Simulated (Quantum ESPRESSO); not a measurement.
A run of Quantum ESPRESSO 7.5:

Contents of pw.in:

```
&CONTROL
  calculation = 'scf'
  prefix = 'pwscf'
  outdir = './tmp'
  pseudo_dir = './pseudo'
  tprnfor = .true.
  tstress = .true.
  disk_io = 'low'
/
&SYSTEM
  ibrav = 0
  celldm(1) = 8
  nat = 4
  ntyp = 2
  ecutwfc = 52
  ecutrho = 312
  nbnd = 22
  occupations = 'smearing'
  smearing = 'fd'
  degauss = 0.00367493
/
&ELECTRONS
  conv_thr = 8d-10
  electron_maxstep = 120
  mixing_beta = 0.5
/
ATOMIC_SPECIES
Hg   200.5920 Hg.GGA_PBE-JTH.UPF
S     32.0600 S.GGA_PBE-JTH.UPF
CELL_PARAMETERS alat
  1.2203287607530   0.0000000000000   0.0000000000000
 -0.6101643803765   1.0568357082983   0.0000000000000
  0.0000000000000   0.0000000000000   1.1538405564708
ATOMIC_POSITIONS crystal
Hg     0.0000000000    0.0000000000    0.5000000000
S      0.6666666700    0.3333333300    0.7461026700
S      0.6666666700    0.3333333300    0.2538973300
S      0.3333333300    0.6666666700    0.5000000000
K_POINTS automatic
4 4 4 0 0 1
```

relax.in

```
&CONTROL
  calculation = 'relax'
  prefix = 'pwscf'
  outdir = './tmp'
  pseudo_dir = './pseudo'
  tprnfor = .true.
  tstress = .true.
  disk_io = 'low'
  nstep = 40
  forc_conv_thr = 0.0001
  etot_conv_thr = 1d-06
/
&SYSTEM
  ibrav = 0
  celldm(1) = 8
  nat = 4
  ntyp = 2
  ecutwfc = 52
  ecutrho = 312
  nbnd = 22
  occupations = 'smearing'
  smearing = 'fd'
  degauss = 0.00367493
/
&ELECTRONS
  conv_thr = 8d-10
  electron_maxstep = 120
  mixing_beta = 0.5
/
&IONS
  ion_dynamics = 'bfgs'
/
ATOMIC_SPECIES
Hg   200.5920 Hg.GGA_PBE-JTH.UPF
S     32.0600 S.GGA_PBE-JTH.UPF
CELL_PARAMETERS alat
  1.2203287607530   0.0000000000000   0.0000000000000
 -0.6101643803765   1.0568357082983   0.0000000000000
  0.0000000000000   0.0000000000000   1.1538405564708
ATOMIC_POSITIONS crystal
Hg     0.0000000000    0.0000000000    0.5000000000
S      0.6666666700    0.3333333300    0.7461026700
S      0.6666666700    0.3333333300    0.2538973300
S      0.3333333300    0.6666666700    0.5000000000
K_POINTS automatic
4 4 4 0 0 1
```

Contents of scf2.in:

```
&CONTROL
  calculation = 'scf'
  prefix = 'pwscf'
  outdir = './tmp'
  pseudo_dir = './pseudo'
  tprnfor = .true.
  tstress = .true.
  disk_io = 'low'
/
&SYSTEM
  ibrav = 0
  celldm(1) = 8
  nat = 4
  ntyp = 2
  ecutwfc = 52
  ecutrho = 312
  nbnd = 22
  occupations = 'smearing'
  smearing = 'fd'
  degauss = 0.00367493
/
&ELECTRONS
  conv_thr = 1d-13
  electron_maxstep = 120
  mixing_beta = 0.5
  startingpot = 'file'
  startingwfc = 'file'
/
ATOMIC_SPECIES
Hg   200.5920 Hg.GGA_PBE-JTH.UPF
S     32.0600 S.GGA_PBE-JTH.UPF
CELL_PARAMETERS alat
  1.2203287610518  -0.0000000000000   0.0000000000000
 -0.6101643805259   1.0568357080396   0.0000000000000
  0.0000000000000   0.0000000000000   1.1538405564708
ATOMIC_POSITIONS crystal
Hg     0.0000000000    0.0000000000    0.5000000000
S      0.6666666667    0.3333333333    0.8055194646
S      0.6666666667    0.3333333333    0.1944805354
S      0.3333333333    0.6666666667    0.5000000000
K_POINTS automatic
4 4 4 0 0 1
```

ph.in

```
phonons of HgS3
&INPUTPH
  prefix = 'pwscf'
  outdir = './tmp'
  tr2_ph = 1d-18
  fildyn = 'dyn'
  niter_ph = 90
  alpha_mix(1) = 0.4
/
0.0000000000 0.0000000000 0.0000000000
```

File dynmat.in:

```
&INPUT
  fildyn = 'dyn'
  asr = 'crystal'
  filout = 'dynmat.disp'
  fileig = 'dynmat.eig'
/
```

Potentials or basis: JTH 2.0 PBE.

Launch:

```sh
$ OMP_NUM_THREADS=1 mpirun -n 4 pw.x -nk 2 -in pw.in > pw.out
$ OMP_NUM_THREADS=1 mpirun -n 4 pw.x -nk 2 -in relax.in > relax.out
$ OMP_NUM_THREADS=1 mpirun -n 4 pw.x -nk 2 -in scf2.in > scf2.out
$ OMP_NUM_THREADS=1 mpirun -n 4 ph.x -nk 2 -in ph.in > ph.out
$ OMP_NUM_THREADS=1 mpirun -n 1 dynmat.x -in dynmat.in > dynmat.out
```

Hardware: 4 MPI ranks on Intel(R) Xeon(R) 6975P-C (Granite Rapids), with other jobs on the host.

Question: Estimate the wall time of this run.

Answer: Run time: 6.6 min on 4 MPI ranks on Intel(R) Xeon(R) 6975P-C (Granite Rapids) (shared host), peak memory 0.64 GiB a rank. Counts: scf iterations 244, k pools 2, bands 22, ion steps 32, k points 8, g dense 71079.
